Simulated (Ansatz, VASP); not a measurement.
**B: VASP beside Ansatz**

```
B
1.0
    -1.14908    1.14908    1.14908
     1.14908   -1.14908    1.14908
     1.14908    1.14908   -1.14908
B
1
Direct
  0.00000 0.00000 0.00000
```

Alike in both runs: functional PBEsol; k mesh 18 × 18 × 18; occupations fermi-dirac, width 0.1 eV; no spin polarisation.

Ansatz relaxed the structure, and its values are those at the end. VASP's run is a single point on that final structure, the one shown.

```csv
,VASP,Ansatz
version,VASP 6.6.1,Ansatz 0.2.0
potentials or method,"VASP PAW PBE potentials, release 64 (B)","plane waves (420 eV) with PAW, scalar-relativistic"
plane-wave cutoff (eV),520,420
valence electrons in the cell,3,3
```

|  | VASP | Ansatz | Ansatz less VASP |
| --- | --- | --- | --- |
| pressure (GPa) | 0.2 | 0.0 | -0.22 |

The functional is the same, so the differences come from potentials, cutoffs and numerics. Ansatz warned: «pseudo_functional_mismatch».

Caveats: the PAW data sets were made with another functional, which shifts forces and pressure a little (VASP).
